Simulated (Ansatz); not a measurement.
Structure search: one Au candidate

Theory: Ansatz 0.2.0, DFT PBE, scalar-relativistic, plane waves, PAW. Cutoff 420 eV, Gaussian smearing, Γ-centred meshes. Cell and atoms relax first on a coarse mesh and then on a finer one. In between, the cell is made exact in the group found at 0.06 Å. In metals the finer mesh still leaves noise of several meV/atom or more. The steps can't lower the symmetry of their start. No spin polarisation.

Recipe of this trial structure of Au: random cell by space group and Wyckoff sites (P4/mmm, No. 123). The dimensions are guesses.

```
CELL_PARAMETERS angstrom
2.66207 0.00000 0.00000
0.00000 2.66207 0.00000
0.00000 0.00000 2.37248
ATOMIC_POSITIONS crystal
Au 0.50000 0.50000 0.50000
```

Energies count from the standard state of Au at the same level.

Q: Describe the relaxed structure.

A: The symmetry goes from P4/mmm (No. 123) to Pm-3m (No. 221). The end has the simple cubic type. The volume per atom grows by 23.5 %, from 16.8 to 20.8 Å³. The shortest distance goes from 2.37 Å (Au–Au) to 2.75 Å (Au–Au). The energy falls by about 0.67 eV/atom (the start's value is from the coarse mesh). Conventional cell: a = 2.748 Å. Au is surrounded by 6 Au at 2.75 Å.

```
Au
1.0
     2.74841    0.00000    0.00000
     0.00000    2.74841    0.00000
     0.00000    0.00000    2.74841
Au
1
Direct
  0.50000 0.50000 0.50000
```

Q: Give its energy and gap.

A: The energy over the standard state is +0.20 eV/atom and the gap on the 20×20×20 mesh of the 1-atom cell is 0 eV (a metal).

So it is a metastable form at best.

The last run used Gaussian smearing of 0.10 eV. Spin–orbit coupling, which can matter for Au, is left out. Symmetry constrained the relaxation, so the result can be a saddle point. In all, the 3 runs took 60 s on 1 thread of Intel(R) Xeon(R) Processor @ 2.50GHz (Skylake/Cascade Lake), with other jobs on the host. Another cell of Au relaxed alike, in Im-3m, lies 180 meV/atom lower, so this cell isn't the stable form at this level.
